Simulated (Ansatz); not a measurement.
GaAs under changes of volume

One of the cells (22.590 Å³/atom); the others are scaled copies at fixed shape and fractional positions:

```
As Ga
1.0
     0.00000    2.82685    2.82685
     2.82685    0.00000    2.82685
     2.82685    2.82685    0.00000
As Ga
1 1
Direct
  0.75000 0.75000 0.75000
  0.00000 0.00000 0.00000
```

```yaml
Program: Ansatz 0.2.0
Functional: r2SCAN
Potentials_or_basis: Ansatz PAW
Cutoff: "500 eV (not typed: the program's choice for these potentials)"
k_mesh: 8 × 8 × 8
Occupations: fermi-dirac, width 0.05 eV
Spin: spin-orbit coupling, no magnetisation
```

```csv
volume (Å³/atom),energy over the lowest point (meV/atom),pressure (GPa),gap on the mesh (eV)
21.234,?,?,?
21.686,11.84,3.8,1.24
22.138,3.56,2.1,1.07
22.590,0.00,0.5,0.91
23.041,0.65,-0.9,0.75
23.493,5.08,-2.2,0.60
23.945,12.88,-3.3,0.45
```

Question: What does the run at 21.234 Å³/atom give?

Answer: Energy over the lowest point 25.39 meV/atom; pressure 5.8 GPa; gap on the mesh 1.42 eV.

Worked out: A Birch-Murnaghan fit of order 3 (a polynomial in V^(-2/3)) to the other rows has its minimum at 22.74 Å³/atom with B0 = V·E''(V) = 72 GPa and B' = 4.6. It gives 25.40 meV/atom at 21.234 Å³/atom, against the run's 25.39, and -dE/dV = 5.8 GPa, against 5.8. A straight line through the other rows of the gap, of slope -7.96 eV per unit of ln V (its deformation potential), extrapolates to 1.40 eV, against the run's 1.42.

Energies are extrapolated to zero smearing.

Caveats: the PAW data sets come from PBE, with cores solved anew for the run's functional, which leaves a small shift of forces and pressure.

A mesh can miss the band edges.
